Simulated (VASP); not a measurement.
# InP (Fm-3m) in VASP: notebook, part 2 of 2

VASP 6.6.1. The steps go on from the part before.

### Step 3. Single point, PBEsol

The input, INCAR:

```
SYSTEM = InP
  PREC = Normal
  ENCUT = 400
  EDIFF = 1E-6
  ISMEAR = 0
  SIGMA = 0.05
  LREAL = .False.
  LASPH = .True.
  NELM = 100
  ALGO = Normal
  ISIF = 2
  LWAVE = .False.
  LCHARG = .False.
  GGA = PS
  ADDGRID = .False.
```

The input, KPOINTS:

```
regular mesh
0
Gamma
  5 5 5
  0 0 0
```

The input, POSCAR:

```
InP
1.0
    0.0000000000      2.7688340000      2.7688340000
    2.7688340000      0.0000000000      2.7688340000
    2.7688340000      2.7688340000      0.0000000000
In P
1 1
Direct
    0.0000000000      0.0000000000      0.0000000000
    0.5000000000      0.5000000000      0.5000000000
```

Potentials or basis: VASP PAW PBE potentials, release 64 (In_d, P).

Started as:

```bash
$ cat potpaw_PBE.64/In_d/POTCAR potpaw_PBE.64/P/POTCAR > POTCAR
$ mpirun -np 1 vasp_std > vasp.out
```

OUTCAR:

```text
SYSTEM = InP
   PREC = Normal
   ENCUT = 400
   EDIFF = 1E-6
   ISMEAR = 0
   LREAL = .False.
   LASPH = .True.
   NELM = 100
   ISIF = 2
   GGA = PS

 Found     10 irreducible k-points:

 Following reciprocal coordinates:
            Coordinates               Weight
  0.000000  0.000000  0.000000      1.000000
  0.200000  0.000000  0.000000      8.000000
  0.400000  0.000000  0.000000      8.000000
  0.200000  0.200000  0.000000      6.000000
  0.400000  0.200000  0.000000     24.000000
 -0.400000  0.200000  0.000000     24.000000
   k-points           NKPTS =     10   k-points in BZ     NKDIM =     10   number of bands    NBANDS=     13
   number of dos      NEDOS =    301   number of ions     NIONS =      2
   total plane-waves  NPLWV =   8000
   dimension x,y,z NGX =    20 NGY =   20 NGZ =   20
   dimension x,y,z NGXF=    40 NGYF=   40 NGZF=   40
   ions per type =               1   1
   NGX,Y,Z   is equivalent  to a cutoff of   8.49,  8.49,  8.49 a.u.
   NGXF,Y,Z  is equivalent  to a cutoff of  16.98, 16.98, 16.98 a.u.
 SYSTEM =  InP
   PREC   = normal    normal or accurate (medium, high low for compatibility)
   ISTART =      0    job   : 0-new  1-cont  2-samecut
   ICHARG =      2    charge: 1-file 2-atom 10-const
   ISPIN  =      1    spin polarized calculation?
   LNONCOLLINEAR =      F non collinear calculations
   LSORBIT =      F    spin-orbit coupling
   LASPH  =      T    aspherical Exc in radial PAW
   ENCUT  =  400.0 eV  29.40 Ry    5.42 a.u.   6.39  6.39  6.39*2*pi/ulx,y,z
   NELM   =    100;   NELMIN=  2; NELMDL= -5     # of ELM steps
   EDIFF  = 0.1E-05   stopping-criterion for ELM
   LREAL  =      F    real-space projection
   EDIFFG = 0.1E-04   stopping-criterion for IOM
   NSW    =      0    number of steps for IOM
   IBRION =     -1    ionic relax: 0-MD 1-quasi-New 2-CG
   NFREE  =      0    steps in history (QN), initial steepest desc. (CG)
   ISIF   =      2    stress and relaxation
   ISYM   =      2    0-nonsym 1-usesym 2-fastsym
   POTIM  = 0.5000    time-step for ionic-motion
   TEBEG  =    0.0;   TEEND  =   0.0 temperature during run
   PSTRESS=    0.0 pullay stress
   NELECT =      18.0000    total number of electrons
   NUPDOWN=      -1.0000    fix difference up-down
   EMIN   =  10.00;   EMAX   =-10.00  energy-range for DOS
   EFERMI =   0.00;   METHOD = LEGACY
   ISMEAR =     0;   SIGMA  =   0.05  broadening in eV -4-tet -1-fermi 0-gaus
   EFERMI_NEDOS =   21; number of points for ismear=-14 and -15
   IALGO  =     38    algorithm
   IMIX   =      4    mixing-type and parameters
     AMIX     =   0.40;   BMIX     =  1.00
     AMIX_MAG =   1.60;   BMIX_MAG =  1.00
  volume/ion in A,a.u.               =      21.23       143.25
  Fermi-wavevector in a.u.,A,eV,Ry     =   1.229869  2.324115 20.579860  1.512577
  Thomas-Fermi vector in A             =   2.364739
   LORBIT       =      0    0 simple, 1 ext, 2 COOP (PROOUT), +10 PAW based schemes
   GGA     = PS    functional components
   LHFCALC =     F    Hartree Fock is set to
   AEXX    =    0.0000 exact exchange contribution
   IVDW    =     0    specifies the selected vdW correction
   LEPSILON=     F    determine dielectric tensor
   LRPA    =     F    only Hartree local field effects (RPA)
 non-spin polarized calculation
 Gauss-broadening in eV      SIGMA  =   0.05
  energy-cutoff  :      400.00
  volume of cell :       42.45
 maximum number of plane-waves:       785
   NGX = 13   NGY = 13   NGZ = 13

 number of electron      17.9999997 magnetization

 Free energy of the ion-electron system (eV)
  ---------------------------------------------------
  ext. energy  EPLUGINS =         0.00000000
  ---------------------------------------------------
  free energy    TOTEN  =        -8.75511337 eV

  energy without entropy =       -8.75168129  energy(sigma->0) =       -8.75339733

 E-fermi :   7.0379     XC(G=0): -10.5488

 val. band max:        7.0266837260   @ k =   0.4000   0.0000   0.0000
 cond. band min:       7.2330271424   @ k =  -0.2000   0.2000   0.0000
 fundamental gap:      0.2063434164
 Fermi energy:         7.0379489024

 k-point     1 :       0.0000    0.0000    0.0000
  band No.  band energies     occupation
      1      -7.2087      2.00000
      2      -7.2087      2.00000
      3      -7.1878      2.00000
      4      -7.1878      2.00000
      5      -7.1878      2.00000
      6      -5.0929      2.00000
      7       6.6660      2.00000
      8       6.6660      2.00000
      9       6.6660      2.00000
     10       7.4069      0.00000
     11      13.9936      0.00000
     12      13.9936      0.00000
     13      13.9936      0.00000

 k-point     2 :       0.2000    0.0000    0.0000
  band No.  band energies     occupation
      1      -7.2289      2.00000
      2      -7.2289      2.00000
      3      -7.1901      2.00000
      4      -7.1607      2.00000
      5      -7.1607      2.00000
      6      -4.5986      2.00000
      7       3.6965      2.00000
      8       6.7550      2.00000
      9       6.7550      2.00000
     10       9.4546      0.00000
     11      12.4802      0.00000
     12      12.5279      0.00000
     13      12.5279      0.00000

 k-point     3 :       0.4000    0.0000    0.0000
  band No.  band energies     occupation
      1      -7.2654      2.00000
      2      -7.2654      2.00000
      3      -7.1982      2.00000
      4      -7.1121      2.00000
      5      -7.1121      2.00000
      6      -3.3530      2.00000
      7       0.8264      2.00000
      8       7.0267      1.25001
      9       7.0267      1.24999
     10       9.4338      0.00000
     11      10.5772      0.00000
     12      10.5772      0.00000
     13      12.1254      0.00000

 k-point     4 :       0.2000    0.2000    0.0000
  band No.  band energies     occupation
      1      -7.2893      2.00000
      2      -7.2074      2.00000
      3      -7.1921      2.00000
      4      -7.1503      2.00000
      5      -7.1503      2.00000
      6      -4.3958      2.00000
      7       4.2303      2.00000
      8       5.8386      2.00000
      9       5.8386      2.00000
     10       9.1346      0.00000
     11      11.8801      0.00000
     12      12.1340      0.00000
     13      14.2389      0.00000

 k-point     5 :       0.4000    0.2000    0.0000
  band No.  band energies     occupation
      1      -7.3549      2.00000
      2      -7.2123      2.00000
      3      -7.2042      2.00000
      4      -7.1279      2.00000
      5      -7.1047      2.00000
      6      -3.3007      2.00000
      7       1.9854      2.00000
      8       5.4226      2.00000
      9       5.6244      2.00000
     10       7.8328      0.00000
     11      11.8188      0.00000
     12      13.2035      0.00000
     13      13.2327      0.00000

 k-point     6 :      -0.4000    0.2000    0.0000
  band No.  band energies     occupation
      1      -7.3393      2.00000
      2      -7.2448      2.00000
      3      -7.1773      2.00000
      4      -7.1326      2.00000
      5      -7.1044      2.00000
      6      -2.5942      2.00000
      7       0.7789      2.00000
      8       4.4603      2.00000
      9       6.3114      2.00000
     10       8.5031      0.00000
     11      11.6565      0.00000
     12      11.6867      0.00000
     13      14.3205      0.00000

 [... further k-points ...]

------------------------ aborting loop because EDIFF is reached ----------------------------------------

  FORCE on cell =-STRESS in cart. coord.  units (eV):
  Direction    XX          YY          ZZ          XY          YZ          ZX
  --------------------------------------------------------------------------------------
  -------------------------------------------------------------------------------------
  Total       -0.8398208     -0.8398208     -0.8398208     -0.0000000      0.0000000      0.0000000
  in kB      -31.6939567    -31.6939567    -31.6939567     -0.0000000      0.0000000      0.0000000
  external PRESSURE =     -31.6939567 kB  Pullay stress =       0.0000000 kB

 VOLUME and BASIS-vectors are now :
 -----------------------------------------------------------------------------
  energy-cutoff  :      400.00
  volume of cell :       42.45
      direct lattice vectors                 reciprocal lattice vectors
     0.000000000  2.768834000  2.768834000    -0.180581429  0.180581429  0.180581429
     2.768834000  0.000000000  2.768834000     0.180581429 -0.180581429  0.180581429
     2.768834000  2.768834000  0.000000000     0.180581429  0.180581429 -0.180581429

 POSITION                                       TOTAL-FORCE (eV/Angst)
 -----------------------------------------------------------------------------------
      0.00000      0.00000      0.00000        -0.000000      0.000000     -0.000000
      2.76883      2.76883      2.76883         0.000000     -0.000000      0.000000
 -----------------------------------------------------------------------------------
    total drift:                                0.000000     -0.000000     -0.000000

  FREE ENERGIE OF THE ION-ELECTRON SYSTEM (eV)
  ---------------------------------------------------
  free  energy   TOTEN  =        -8.7551133696 eV

  energy  without entropy=       -8.7516812854  energy(sigma->0) =       -8.75339733
```

OSZICAR:

```text
N       E                     dE             d eps       ncg     rms          rms(c)
DAV:   1     0.996346239899E+02    0.99635E+02   -0.74338E+03   265   0.134E+03
DAV:   2    -0.235080367921E+01   -0.10199E+03   -0.97231E+02   275   0.307E+02
DAV:   3    -0.884911139985E+01   -0.64983E+01   -0.64433E+01   333   0.832E+01
DAV:   4    -0.901847310017E+01   -0.16936E+00   -0.16836E+00   313   0.135E+01
DAV:   5    -0.902668794076E+01   -0.82148E-02   -0.82147E-02   386   0.265E+00    0.453E+00
DAV:   6    -0.877206071924E+01    0.25463E+00   -0.54450E-01   347   0.149E+01    0.260E+00
DAV:   7    -0.875721843489E+01    0.14842E-01   -0.91185E-02   357   0.341E+00    0.101E+00
DAV:   8    -0.875517051023E+01    0.20479E-02   -0.52671E-03   315   0.106E+00    0.202E-01
DAV:   9    -0.875510415347E+01    0.66357E-04   -0.31631E-04   409   0.262E-01    0.917E-02
DAV:  10    -0.875511078625E+01   -0.66328E-05   -0.18634E-05   327   0.438E-02    0.464E-02
DAV:  11    -0.875511319767E+01   -0.24114E-05   -0.49982E-06   290   0.283E-02    0.771E-03
DAV:  12    -0.875511336961E+01   -0.17194E-06   -0.46881E-07   155   0.127E-02
   1 F= -.87551134E+01 E0= -.87533973E+01  d E =-.343208E-02
```

stdout:

```text
POSCAR found type information on POSCAR InP
 POSCAR found :  2 types and       2 ions
 scaLAPACK will be used
 -----------------------------------------------------------------------------
|                                                                             |
|                                                                             |
|     You enforced a specific xc type in the INCAR file but a different       |
|     I HOPE YOU KNOW WHAT YOU ARE DOING!                                     |
|                                                                             |
 -----------------------------------------------------------------------------

 LDA part: xc-table for (Slater+PW92), standard interpolation
 POSCAR, INCAR and KPOINTS ok, starting setup
 FFT: planning ... GRIDC
 FFT: planning ... GRID_SOFT
 FFT: planning ... GRID
 WAVECAR not read
 entering main loop
```

It took 1.9 s on 1 thread of Intel Xeon 6975P-C (Granite Rapids), shared host; peak memory 0.12 GiB.

The run converged, but some of its settings lie outside the range that counts as converged, so its numbers aren't taken as properties of the crystal.

What came out:

* Free energy: -8.7551 eV
* Pressure: -3.2 GPa
* Band gap on the k mesh: none (metal or under the smearing width)

Caveat: the k mesh is coarse (spacing up to 0.39 Å⁻¹), so the values aren't converged; the PAW data sets were made with another functional, which shifts forces and pressure a little.

### Step 4. Single point, PBEsol

INCAR: that of step 3 with these lines changed.

```diff
@@ -1,3 +1,3 @@
 SYSTEM = InP
-  PREC = Normal
+  PREC = Accurate
   ENCUT = 400
@@ -6,3 +6,3 @@
   SIGMA = 0.05
-  LREAL = .False.
+  LREAL = Auto
   LASPH = .True.
```

KPOINTS is that of step 3.

POSCAR is that of step 3.

Started as:

```bash
$ cat potpaw_PBE.64/In_d/POTCAR potpaw_PBE.64/P/POTCAR > POTCAR
$ mpirun -np 1 vasp_std > vasp.out
```

It took 4.1 s on 1 thread of Intel Xeon 6975P-C (Granite Rapids), shared host; peak memory 0.15 GiB.

The run converged, but some of its settings lie outside the range that counts as converged, so its numbers aren't taken as properties of the crystal.

What came out:

```
Free energy            : -8.7556 eV
Pressure               : -3.2 GPa
Band gap on the k mesh : none (metal or under the smearing width)
```

Caveat: the k mesh is coarse (spacing up to 0.39 Å⁻¹), so the values aren't converged; the PAW data sets were made with another functional, which shifts forces and pressure a little.

### Step 5. Single point, PBEsol

INCAR: that of step 4 with these lines changed.

```diff
@@ -3,6 +3,6 @@
   ENCUT = 400
-  EDIFF = 1E-6
+  EDIFF = 0.01
   ISMEAR = 0
   SIGMA = 0.05
-  LREAL = Auto
+  LREAL = .False.
   LASPH = .True.
```

KPOINTS is that of step 4.

POSCAR is that of step 4.

Started as:

```bash
$ cat potpaw_PBE.64/In_d/POTCAR potpaw_PBE.64/P/POTCAR > POTCAR
$ mpirun -np 1 vasp_std > vasp.out
```

Wall time 2.1 s (1 thread of Intel Xeon 6975P-C (Granite Rapids), shared host); peak memory 0.14 GiB.

These settings aren't checked as converged: the numbers below hold their error.

Results:

- Free energy: -8.7550 eV
- Pressure: -3.4 GPa
- Band gap on the k mesh: none (metal or under the smearing width)

Caveat: the k mesh is coarse (spacing up to 0.39 Å⁻¹), so the values aren't converged; the PAW data sets were made with another functional, which shifts forces and pressure a little.
